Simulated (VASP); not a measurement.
**GaN in VASP: one cell, several levels of theory**

Aim: gap, levels, forces and stress of GaN built on the zincblende prototype, under +3.0 % strain along z alone at fixed geometry. Runs: PBE, r2SCAN. The results are then set beside those of Ansatz 0.2.0 for the same cell.

The runs shown are made with VASP 6.6.1. PAW datasets, plane waves. Calculated at 0 K for a non-magnetic cell.

## 1. The system as given

The cell comes from an earlier relaxation with r2SCAN in another program, then strained, with the atoms relaxed again.

The symmetry is I-4m2 (No. 119, tetragonal); conventional cell a = 3.180 Å, c = 4.633 Å, 11.72 Å³ an atom. Near Ga stand 4 N at 1.97 Å; near N stand 4 Ga at 1.97 Å.

Structure file:

```cif
data_structure
_symmetry_space_group_name_H-M 'P 1'
_symmetry_Int_Tables_number 1
_cell_length_a 3.2286
_cell_length_b 3.2286
_cell_length_c 3.1805
_cell_angle_alpha 60.491
_cell_angle_beta 60.491
_cell_angle_gamma 59.018
_cell_volume 23.43
loop_
_atom_site_label
_atom_site_type_symbol
_atom_site_fract_x
_atom_site_fract_y
_atom_site_fract_z
_atom_site_occupancy
Ga1 Ga 0.00000 0.00000 0.00000 1
N1 N 0.25000 0.25000 0.25000 1
```

## 2. Single point with PBE

INCAR reads:

```
ENCUT = 520.000000
SIGMA = 0.020000
EDIFF = 1.00e-07
GGA = PE
PREC = Accurate
IBRION = -1
ISIF = 2
ISMEAR = -1
NBANDS = 16
NELM = 120
NSW = 0
LASPH = .TRUE.
LCHARG = .FALSE.
LWAVE = .FALSE.
LREAL = .FALSE.
```

KPOINTS reads:

```
KPOINTS created by Atomic Simulation Environment
0
Gamma
10 10 10
0 0 0
```

KPOINTS_OPT reads:

```
special points
6
Reciprocal
0.0000000000 0.0000000000 0.0000000000 1
-0.5000000000 -0.5000000000 0.0000000000 1
-0.3750000000 -0.3750000000 0.2500000000 1
-0.3750000000 0.0000000000 0.3750000000 1
0.0000000000 0.0000000000 0.5000000000 1
-0.5000000000 -0.2500000000 0.2500000000 1
```

POSCAR reads:

```
Ga N
 1.0000000000000000
     0.0000000000000000    2.2489525411000000    2.3164211173000000
     2.2489525411000000    0.0000000000000000    2.3164211173000000
     2.2489525411000000    2.2489525411000000    0.0000000000000000
 Ga  N
   1   1
Cartesian
  0.0000000000000000  0.0000000000000000  0.0000000000000000
  1.1244762705500000  1.1244762705500000  1.1582105586500002
```

The run uses the recommended PBE PAW datasets (18 valence electrons a neutral cell).

Launch:

```console
> mpirun -np 1 vasp_std
```

Standard output, without the iteration lines:

```text
POSCAR found type information on POSCAR GaN
 POSCAR found :  2 types and       2 ions
 LDA part: xc-table for (Slater+PW92), standard interpolation
 POSCAR, INCAR and KPOINTS ok, starting setup
 FFT: planning ... GRIDC
 FFT: planning ... GRID_SOFT
 FFT: planning ... GRID
 WAVECAR not read
 entering main loop
 Start KPOINTS_OPT (optional k-point list driver)
k-point batch [1-6\6]
```

OSZICAR:

```text
N       E                     dE             d eps       ncg     rms          rms(c)
DAV:   1     0.799304454564E+02    0.79930E+02   -0.93623E+03  3672   0.199E+03
DAV:   2    -0.839834234970E+01   -0.88329E+02   -0.82798E+02  3744   0.323E+02
DAV:   3    -0.140482041469E+02   -0.56499E+01   -0.56285E+01  3864   0.695E+01
DAV:   4    -0.141107471498E+02   -0.62543E-01   -0.62535E-01  4176   0.784E+00
DAV:   5    -0.141115692724E+02   -0.82212E-03   -0.82212E-03  3936   0.805E-01    0.764E+00
DAV:   6    -0.121498211789E+02    0.19617E+01   -0.49381E+00  4936   0.390E+01    0.269E+00
DAV:   7    -0.121556411426E+02   -0.58200E-02   -0.30871E-01  3584   0.667E+00    0.176E+00
DAV:   8    -0.121519899542E+02    0.36512E-02   -0.62842E-02  3704   0.321E+00    0.832E-01
DAV:   9    -0.121474956854E+02    0.44943E-02   -0.14128E-02  4944   0.261E+00    0.218E-01
DAV:  10    -0.121478939580E+02   -0.39827E-03   -0.14309E-03  3720   0.489E-01    0.113E-01
DAV:  11    -0.121478011701E+02    0.92788E-04   -0.25696E-04  4808   0.250E-01    0.761E-03
DAV:  12    -0.121478061698E+02   -0.49997E-05   -0.29076E-05  3824   0.490E-02    0.848E-03
DAV:  13    -0.121478059822E+02    0.18764E-06   -0.61837E-07  4152   0.126E-02    0.253E-03
DAV:  14    -0.121478059066E+02    0.75558E-07   -0.45786E-08  2856   0.266E-03
   1 F= -.12147806E+02 E0= -.12147806E+02  d E =-.120275E-11
       N       E                     dE             ncg
DAV:   1     0.235746343298E+04   -0.39947E+04      232
DAV:   2     0.193152646662E+04   -0.42594E+03      208
DAV:   3     0.190464327300E+04   -0.26883E+02      248
DAV:   4     0.190441082302E+04   -0.23245E+00      232
DAV:   5     0.190440696705E+04   -0.38560E-02      256
DAV:   6     0.190440686828E+04   -0.98773E-04      256
DAV:   7     0.190440686588E+04   -0.23991E-05      256
DAV:   8     0.190440686585E+04   -0.30145E-07      192
```

The lines after F= are the extra pass for the points of KPOINTS_OPT, at fixed density; their E is not a total energy.

Parts of OUTCAR:

```text
k-points           NKPTS =    102   k-points in BZ     NKDIM =    102   number of bands    NBANDS=     16

   NELECT =      18.0000    total number of electrons

   dimension x,y,z NGX =    24 NGY =   24 NGZ =   24
   dimension x,y,z NGXF=    48 NGYF=   48 NGZF=   48

  energy-cutoff  :      520.00
  volume of cell :       23.43
      direct lattice vectors                 reciprocal lattice vectors
     0.000000000  2.248952541  2.316421117    -0.222325723  0.222325723  0.215850217
     2.248952541  0.000000000  2.316421117     0.222325723 -0.222325723  0.215850217
     2.248952541  2.248952541  0.000000000     0.222325723  0.222325723 -0.215850217

 k-points in reciprocal lattice and weights: KPOINTS created by Atomic Simulation Env
   0.00000000  0.00000000  0.00000000       0.001
   0.10000000 -0.00000000  0.00000000       0.008
   0.20000000 -0.00000000  0.00000000       0.008
   0.30000000 -0.00000000  0.00000000       0.008
   0.40000000 -0.00000000  0.00000000       0.008
   0.50000000 -0.00000000  0.00000000       0.004
   0.10000000  0.10000000  0.00000000       0.002
   0.20000000  0.10000000  0.00000000       0.008
[... 94 more k-points ...]

 E-fermi :   5.4998

 k-point     1 :       0.0000    0.0000    0.0000
  band No.  band energies     occupation
      1     -10.7050      2.00000
      2      -8.4182      2.00000
      3      -8.3867      2.00000
      4      -8.3867      2.00000
      5      -8.1017      2.00000
      6      -8.1013      2.00000
      7       4.9336      2.00000
      8       5.0766      2.00000
      9       5.0766      2.00000
     10       6.5985      0.00000
     11      15.1618      0.00000
     12      15.1618      0.00000
     13      15.2443      0.00000
     14      22.3206      0.00000
     15      23.0913      0.00000
     16      24.0373      0.00000

 k-point     2 :       0.1000   -0.0000    0.0000
  band No.  band energies     occupation
      1     -10.6004      2.00000
      2      -8.3994      2.00000
      3      -8.3741      2.00000
      4      -8.3522      2.00000
      5      -8.1036      2.00000
      6      -8.1016      2.00000
      7       3.9168      2.00000
      8       4.8738      2.00000
      9       4.9800      2.00000
     10       7.4766      0.00000
     11      14.6723      0.00000
     12      15.3380      0.00000
     13      15.3728      0.00000
     14      21.8761      0.00000
     15      22.6168      0.00000
     16      22.7427      0.00000

 k-point     3 :       0.2000   -0.0000    0.0000
  band No.  band energies     occupation
      1     -10.3405      2.00000
      2      -8.3664      2.00000
      3      -8.3448      2.00000
      4      -8.1894      2.00000
      5      -8.1044      2.00000
      6      -8.0966      2.00000
      7       2.1417      2.00000
      8       4.6011      2.00000
      9       4.7426      2.00000
     10       8.5489      0.00000
     11      13.8906      0.00000
     12      15.5698      0.00000
     13      15.6627      0.00000
     14      21.0567      0.00000
     15      21.7489      0.00000
     16      21.8671      0.00000

 k-point     4 :       0.3000   -0.0000    0.0000
  band No.  band energies     occupation
      1     -10.0725      2.00000
      2      -8.3401      2.00000
      3      -8.3186      2.00000
      4      -8.0947      2.00000
      5      -8.0836      2.00000
      6      -7.7876      2.00000
      7       0.3215      2.00000
      8       4.2942      2.00000
      9       4.4747      2.00000
     10       9.2126      0.00000
     11      13.5322      0.00000
     12      15.4773      0.00000
     13      15.7420      0.00000
     14      20.5492      0.00000
     15      22.1347      0.00000
     16      22.1776      0.00000

 k-point     5 :       0.4000   -0.0000    0.0000
  band No.  band energies     occupation
      1      -9.9181      2.00000
      2      -8.3289      2.00000
      3      -8.3073      2.00000
      4      -8.0761      2.00000
      5      -8.0596      2.00000
      6      -7.1943      2.00000
      7      -1.1971      2.00000
      8       4.0641      2.00000
      9       4.2748      2.00000
     10       9.4474      0.00000
     11      13.5694      0.00000
     12      15.2173      0.00000
     13      15.5838      0.00000
     14      20.4028      0.00000
     15      23.4350      0.00000
     16      23.5189      0.00000

[... the tables of k-points 6 to 102 left out ...]

  Total        0.2931696      0.2931696     -0.2720329      0.0000000     -0.0000000     -0.0000000
  in kB       20.0457058     20.0457058    -18.6004704      0.0000000     -0.0000000     -0.0000000
  external PRESSURE =       7.1636471 kB  Pullay stress =       0.0000000 kB

 POSITION                                       TOTAL-FORCE (eV/Angst)
 -----------------------------------------------------------------------------------
      0.00000      0.00000      0.00000         0.000000      0.000000     -0.000000
      1.12448      1.12448      1.15821        -0.000000     -0.000000      0.000000
 -----------------------------------------------------------------------------------
    total drift:                                0.000001      0.000001      0.000002

  FREE ENERGIE OF THE ION-ELECTRON SYSTEM (eV)
  ---------------------------------------------------
  free  energy   TOTEN  =       -12.1478059066 eV

  energy  without entropy=      -12.1478059066  energy(sigma->0) =      -12.14780591
```

Hardware: 1 MPI rank of Intel Xeon Platinum 8488C, shared host.

The levels at the points of KPOINTS_OPT are read from vasprun.xml.

Near the gap, in eV above the top of the last filled band v; c is the band after it:

```
point    v−1      v     c    c+1
    Γ   0.00   0.00  1.52  10.09
    X  -2.52  -2.52  3.43   6.77
    U  -4.18  -2.01  5.10   7.76
    K  -4.16  -2.22  4.82   7.54
    L  -1.10  -0.87  4.41   8.56
    W  -3.63  -3.57  6.20   8.10
```

The PBE gap is 1.52 eV, direct at Γ. Pressure: 0.72 GPa; the forces vanish within 0.01 eV/Å.

## 3. Single point with r2SCAN

INCAR reads:

```
ENCUT = 520.000000
SIGMA = 0.010000
EDIFF = 1.00e-07
ALGO = Normal
METAGGA = R2SCAN
PREC = Accurate
IBRION = -1
ISIF = 2
ISMEAR = 0
NBANDS = 16
NELM = 120
NSW = 0
LASPH = .TRUE.
LCHARG = .FALSE.
LWAVE = .FALSE.
LREAL = .FALSE.
```

KPOINTS is that of step 2.

KPOINTS_OPT is that of step 2.

POSCAR is that of step 2.

Launch:

```console
> mpirun -np 1 vasp_std
```

Standard output, without the iteration lines:

```text
POSCAR found type information on POSCAR GaN
 POSCAR found :  2 types and       2 ions
 -----------------------------------------------------------------------------
|                                                                             |
|                                                                             |
|     You enforced a specific xc type in the INCAR file but a different       |
|     I HOPE YOU KNOW WHAT YOU ARE DOING!                                     |
|                                                                             |
 -----------------------------------------------------------------------------

 LDA part: xc-table for (None), standard interpolation
 POSCAR, INCAR and KPOINTS ok, starting setup
 FFT: planning ... GRIDC
 FFT: planning ... GRID_SOFT
 FFT: planning ... GRID
 WAVECAR not read
 entering main loop
 Start KPOINTS_OPT (optional k-point list driver)
k-point batch [1-6\6]
```

OSZICAR:

```text
N       E                     dE             d eps       ncg     rms          rms(c)
DAV:   1     0.691175505757E+02    0.69118E+02   -0.95823E+03  3680   0.204E+03
DAV:   2    -0.209146587380E+02   -0.90032E+02   -0.84431E+02  3760   0.332E+02
DAV:   3    -0.267092065722E+02   -0.57945E+01   -0.57735E+01  3864   0.714E+01
DAV:   4    -0.267745027740E+02   -0.65296E-01   -0.65289E-01  4176   0.812E+00
DAV:   5    -0.267753553483E+02   -0.85257E-03   -0.85257E-03  3984   0.828E-01    0.709E+00
DAV:   6    -0.217942731701E+02    0.49811E+01   -0.35296E+00  4960   0.401E+01    0.246E+00
DAV:   7    -0.218735635750E+02   -0.79290E-01   -0.40557E-01  3544   0.701E+00    0.172E+00
DAV:   8    -0.218851761690E+02   -0.11613E-01   -0.38034E-02  4440   0.486E+00    0.231E-01
DAV:   9    -0.218835993398E+02    0.15768E-02   -0.13146E-02  4808   0.295E+00    0.146E-01
DAV:  10    -0.218837305885E+02   -0.13125E-03   -0.92334E-04  3848   0.265E-01    0.166E-01
DAV:  11    -0.218838177654E+02   -0.87177E-04   -0.10053E-04  4232   0.296E-01    0.802E-02
DAV:  12    -0.218837770931E+02    0.40672E-04   -0.99612E-05  4456   0.158E-01    0.321E-02
DAV:  13    -0.218837615023E+02    0.15591E-04   -0.28620E-05  5056   0.106E-01    0.127E-02
DAV:  14    -0.218837555750E+02    0.59273E-05   -0.60715E-06  4088   0.228E-02    0.606E-03
DAV:  15    -0.218837552254E+02    0.34963E-06   -0.50798E-07  4536   0.155E-02    0.335E-03
DAV:  16    -0.218837549490E+02    0.27640E-06   -0.22656E-07  3528   0.572E-03    0.120E-03
DAV:  17    -0.218837547086E+02    0.24044E-06   -0.57260E-08  1848   0.263E-03    0.343E-04
DAV:  18    -0.218837546239E+02    0.84679E-07   -0.18534E-08  1696   0.125E-03
   1 F= -.21883755E+02 E0= -.21883755E+02  d E =-.572389E-66
       N       E                     dE             ncg
DAV:   1     0.230882141789E+04   -0.40434E+04      232
DAV:   2     0.186893735264E+04   -0.43988E+03      208
DAV:   3     0.184155170354E+04   -0.27386E+02      248
DAV:   4     0.184131354538E+04   -0.23816E+00      232
DAV:   5     0.184130957927E+04   -0.39661E-02      264
DAV:   6     0.184130947148E+04   -0.10780E-03      264
DAV:   7     0.184130946967E+04   -0.18083E-05      248
DAV:   8     0.184130946956E+04   -0.10635E-06      192
DAV:   9     0.184130946955E+04   -0.71798E-08      192
```

Parts of OUTCAR:

```text
k-points           NKPTS =    102   k-points in BZ     NKDIM =    102   number of bands    NBANDS=     16

   NELECT =      18.0000    total number of electrons

   dimension x,y,z NGX =    24 NGY =   24 NGZ =   24
   dimension x,y,z NGXF=    48 NGYF=   48 NGZF=   48

  energy-cutoff  :      520.00
  volume of cell :       23.43
      direct lattice vectors                 reciprocal lattice vectors
     0.000000000  2.248952541  2.316421117    -0.222325723  0.222325723  0.215850217
     2.248952541  0.000000000  2.316421117     0.222325723 -0.222325723  0.215850217
     2.248952541  2.248952541  0.000000000     0.222325723  0.222325723 -0.215850217

 k-points in reciprocal lattice and weights: KPOINTS created by Atomic Simulation Env
   0.00000000  0.00000000  0.00000000       0.001
   0.10000000 -0.00000000  0.00000000       0.008
   0.20000000 -0.00000000  0.00000000       0.008
   0.30000000 -0.00000000  0.00000000       0.008
   0.40000000 -0.00000000  0.00000000       0.008
   0.50000000 -0.00000000  0.00000000       0.004
   0.10000000  0.10000000  0.00000000       0.002
   0.20000000  0.10000000  0.00000000       0.008
[... 94 more k-points ...]

 E-fermi :   4.9313

 k-point     1 :       0.0000    0.0000    0.0000
  band No.  band energies     occupation
      1     -11.7645      2.00000
      2      -9.0734      2.00000
      3      -9.0424      2.00000
      4      -9.0424      2.00000
      5      -8.7281      2.00000
      6      -8.7272      2.00000
      7       4.6684      2.00000
      8       4.8125      2.00000
      9       4.8125      2.00000
     10       6.7243      0.00000
     11      15.5894      0.00000
     12      15.5895      0.00000
     13      15.6793      0.00000
     14      22.9909      0.00000
     15      23.6658      0.00000
     16      24.5492      0.00000

 k-point     2 :       0.1000   -0.0000    0.0000
  band No.  band energies     occupation
      1     -11.6591      2.00000
      2      -9.0541      2.00000
      3      -9.0293      2.00000
      4      -9.0068      2.00000
      5      -8.7299      2.00000
      6      -8.7274      2.00000
      7       3.6615      2.00000
      8       4.6063      2.00000
      9       4.7135      2.00000
     10       7.5948      0.00000
     11      15.0960      0.00000
     12      15.7733      0.00000
     13      15.8127      0.00000
     14      22.3601      0.00000
     15      23.1874      0.00000
     16      23.2344      0.00000

 k-point     3 :       0.2000   -0.0000    0.0000
  band No.  band energies     occupation
      1     -11.3919      2.00000
      2      -9.0195      2.00000
      3      -8.9982      2.00000
      4      -8.8466      2.00000
      5      -8.7308      2.00000
      6      -8.7228      2.00000
      7       1.8307      2.00000
      8       4.3254      2.00000
      9       4.4696      2.00000
     10       8.7265      0.00000
     11      14.3060      0.00000
     12      16.0080      0.00000
     13      16.1045      0.00000
     14      21.5482      0.00000
     15      22.2477      0.00000
     16      22.3284      0.00000

 k-point     4 :       0.3000   -0.0000    0.0000
  band No.  band energies     occupation
      1     -11.0992      2.00000
      2      -8.9905      2.00000
      3      -8.9691      2.00000
      4      -8.7217      2.00000
      5      -8.7102      2.00000
      6      -8.4683      2.00000
      7      -0.0401      2.00000
      8       4.0089      2.00000
      9       4.1936      2.00000
     10       9.4401      0.00000
     11      13.9514      0.00000
     12      15.8838      0.00000
     13      16.1600      0.00000
     14      21.0736      0.00000
     15      22.6777      0.00000
     16      22.6973      0.00000

 k-point     5 :       0.4000   -0.0000    0.0000
  band No.  band energies     occupation
      1     -10.9121      2.00000
      2      -8.9768      2.00000
      3      -8.9551      2.00000
      4      -8.7042      2.00000
      5      -8.6869      2.00000
      6      -7.9176      2.00000
      7      -1.5801      2.00000
      8       3.7710      2.00000
      9       3.9872      2.00000
     10       9.6951      0.00000
     11      14.0044      0.00000
     12      15.5898      0.00000
     13      15.9684      0.00000
     14      20.9625      0.00000
     15      24.0844      0.00000
     16      24.1997      0.00000

[... the tables of k-points 6 to 102 left out ...]

  Total       -0.4536633     -0.4536633     -1.0485426      0.0000000      0.0000000      0.0000000
  in kB      -31.0195971    -31.0195971    -71.6949480      0.0000000      0.0000000      0.0000000
  external PRESSURE =     -44.5780474 kB  Pullay stress =       0.0000000 kB

 POSITION                                       TOTAL-FORCE (eV/Angst)
 -----------------------------------------------------------------------------------
      0.00000      0.00000      0.00000        -0.000000      0.000000     -0.000000
      1.12448      1.12448      1.15821         0.000000     -0.000000      0.000000
 -----------------------------------------------------------------------------------
    total drift:                                0.000014      0.000014      0.000007

  FREE ENERGIE OF THE ION-ELECTRON SYSTEM (eV)
  ---------------------------------------------------
  free  energy   TOTEN  =       -21.8837546239 eV

  energy  without entropy=      -21.8837546239  energy(sigma->0) =      -21.88375462
```

Hardware: 1 MPI rank of Intel Xeon Platinum 8488C, shared host.

The levels at the points of KPOINTS_OPT are read from vasprun.xml.

Near the gap, in eV above the top of the last filled band v; c is the band after it:

```
point    v−1      v     c    c+1
    Γ   0.00   0.00  1.91  10.78
    X  -2.59  -2.59  3.84   7.36
    U  -4.27  -2.07  5.56   8.44
    K  -4.25  -2.29  5.28   8.19
    L  -1.13  -0.90  4.92   9.27
    W  -3.73  -3.63  6.70   8.82
```

The r2SCAN gap is 1.91 eV, direct at Γ. Pressure: -4.46 GPa; the forces vanish within 0.01 eV/Å.

## 4. What came out

```
 level  gap (eV)  pressure (GPa)  Ansatz: gap (eV)  Ansatz: pressure (GPa)
   PBE      1.52            0.72              1.52                    0.64
r2SCAN      1.91           -4.46              1.92                   -5.51
```

In words: The gap spans 1.52 eV (PBE) to 1.91 eV (r2SCAN). The pressure is highest with PBE (0.7 GPa) and lowest with r2SCAN (-4.5 GPa), which orders the cells that they would relax to. The two programs agree on the gap within 0.02 eV, far less than the spread between functionals. Datasets and cutoffs are each program's own.
